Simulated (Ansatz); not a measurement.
**NiO: single point with PBE**

The system is NiO.

```
Ni O
1.0
     0.00000    2.09131    2.09131
     2.09131    0.00000    2.09131
     2.09131    2.09131    0.00000
Ni O
1 1
Cartesian
  0.0000 0.0000 0.0000
  2.0913 2.0913 2.0913
```

```json
{
 "Program": "Ansatz 0.2.0",
 "Task": "single point",
 "Functional": "PBE",
 "Potentials or basis": "Ansatz PAW",
 "Cutoff": "420 eV (not typed: the program's choice for these potentials)",
 "k mesh": "11 × 11 × 11",
 "Occupations": "fermi-dirac, width 0.05 eV",
 "Spin": "collinear spin, ferromagnetic start",
 "Starting moments": "[2.5, 0.0] μB"
}
```

- Pressure: 4.3 GPa
- Band gap on the k mesh: none (metal or under the smearing width)
- Net moment: 1.75 μB per cell
- Absolute moment: 1.76 μB per cell
- Site moments: Ni +1.42; O +0.28 μB

Levels at points of the mesh, in eV from the Fermi level:
Spin up:
| k point | band 11 | band 12 | band 13 | band 14 | band 15 | band 16 |
| --- | --- | --- | --- | --- | --- | --- |
| (0.00, 0.00, 0.00) | -2.64 | -2.64 | -2.64 | 1.44 | 17.73 | 18.77 |
Spin down:
| k point | band 9 | band 10 | band 11 | band 12 | band 13 | band 14 |
| --- | --- | --- | --- | --- | --- | --- |
| (0.00, 0.00, 0.00) | -1.82 | -1.82 | -1.82 | -0.56 | -0.56 | 1.79 |

Wall time 2.5 s on 2 threads of Arm Neoverse V1 (shared host), peak memory 0.3 GiB.

The gap isn't set beside the measured one, since this odd mesh misses points on the zone boundary.

Caveat: the pressure holds a Pulay correction of +0.7 GPa for the finite cutoff; a cell with one magnetic atom can't hold antiferromagnetic order, which such compounds often take; semilocal functionals often make such compounds metallic where correlation or magnetic order opens a gap, which also shifts bond lengths.
